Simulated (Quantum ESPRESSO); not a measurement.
The system is Sn.

```
CELL_PARAMETERS angstrom
-2.94014 2.94014 1.59930
2.94014 -2.94014 1.59930
2.94014 2.94014 -1.59930
ATOMIC_POSITIONS crystal
Sn 0.00000 0.00000 0.00000
Sn 0.75000 0.25000 0.50000
```

Base run:

- Program: Quantum ESPRESSO 7.5
- Functional: PBE
- Potentials or basis: PseudoDojo 0.4.1 SR PBE standard
- Cutoff: 980 eV
- Density cutoff: 3918 eV
- k mesh: 9 × 9 × 9
- Occupations: fermi-dirac, width 0.05 eV
- Spin: no spin polarisation

Its results: band gap on the k mesh none (metal or under the smearing width); pressure 1.4 GPa.

**Question.** The run is repeated on the same cell with these changes: functional from PBE to LDA; potentials or basis from PseudoDojo 0.4.1 SR PBE standard to PseudoDojo 0.4.1 SR LDA standard. What comes out?

**Answer.** Band gap on the k mesh none (metal or under the smearing width); pressure -2.9 GPa.

Caveats: spin-orbit coupling is left out, which moves the levels of the heavy elements.
